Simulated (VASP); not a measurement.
CaS (Oldhamite):

```xyz
2
Lattice="0.0000 2.8560 2.8560 2.8560 0.0000 2.8560 2.8560 2.8560 0.0000" Properties=species:S:1:pos:R:3 pbc="T T T"
Ca    0.0000    0.0000    0.0000
S     2.8560    2.8560    2.8560
```

- Program: VASP 6.6.1
- Task: relaxation of cell and atoms
- Functional: PBEsol
- Potentials or basis: VASP PAW PBE potentials, release 64 (Ca_sv, S)
- Cutoff: 600 eV
- k mesh: 8 × 8 × 8
- Occupations: gaussian, width 0.02 eV
- Spin: no spin polarisation

At the start: pressure -2.2 GPa; volume 23.30 Å³/atom.

Task: How do energy, volume and symmetry change on relaxing?

Result: Over 3 steps the energy falls by 6.0 meV/atom and the volume is 22.43 Å³/atom (-3.7 %); space group Fm-3m (No. 225, to 0.05 Å).

The path:
```
step  energy change (eV)  largest force (eV/Å)  pressure (GPa)  volume (Å³)
   1              0.0000                0.0000           -2.19        46.59
   2             -0.0113                0.0000            0.53        44.48
   3             -0.0120                0.0000            0.01        44.87
```

Final structure:
```
Ca S
1.0
     0.00000    2.82037    2.82037
     2.82037    0.00000    2.82037
     2.82037    2.82037    0.00000
Ca S
1 1
Direct
  0.00000 0.00000 0.00000
  0.50000 0.50000 0.50000
```

Caveat: the PAW data sets were made with another functional, which shifts forces and pressure a little.
